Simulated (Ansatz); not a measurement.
# Equation of state of SnSe under HSE06

The structure is cubic, space group Fm-3m (No. 225). Conventional cell: a = 6.020 Å, b = 6.020 Å, c = 6.020 Å, α = 90.00°, β = 90.00°, γ = 90.00°. Around Sn (site symmetry m-3m) lie 6 Se at 3.01 Å. Se (site symmetry m-3m) is surrounded by 6 Sn at 3.01 Å.

Measurements of this composition are mostly on another form, of space group No. 62.

The cell was scaled at fixed shape and fractions and run with Ansatz, Ansatz PAW, cutoff 420 eV; HSE06, k mesh 6 × 6 × 6 on the cell of 2 atoms, fermi-dirac occupations of 0.05 eV, no spin polarisation, no spin-orbit coupling. The potentials were made for PBE. Energies are those that the program minimises, any entropy of the smearing included.

| V (Å³/atom) | energy over the lowest row (meV/atom) |
| --- | --- |
| 25.6346 | 11.548 |
| 26.1801 | ? |
| 26.7255 | 0.000 |
| 27.2709 | 0.212 |
| 27.8163 | 3.871 |
| 28.3617 | 10.557 |
| 28.9072 | 19.892 |

Fit the third-order Birch-Murnaghan form, give V0, B0 and B′, and predict the energy left open.

With y = (V0/V)^(2/3), E = E0 + (9 V0 B0/16) [(y - 1)³ B′ + (y - 1)² (6 - 4y)]. Least squares through the rows shown give V0 = 26.9599 Å³/atom, E0 = -0.354 meV, B0 = 52.98 GPa (1 eV/Å³ = 160.218 GPa) and B′ = 4.95, with a largest miss of 0.014 meV. At V = 26.1801 the form with these constants gives 3.599 meV; the run gave 3.621 meV an atom.
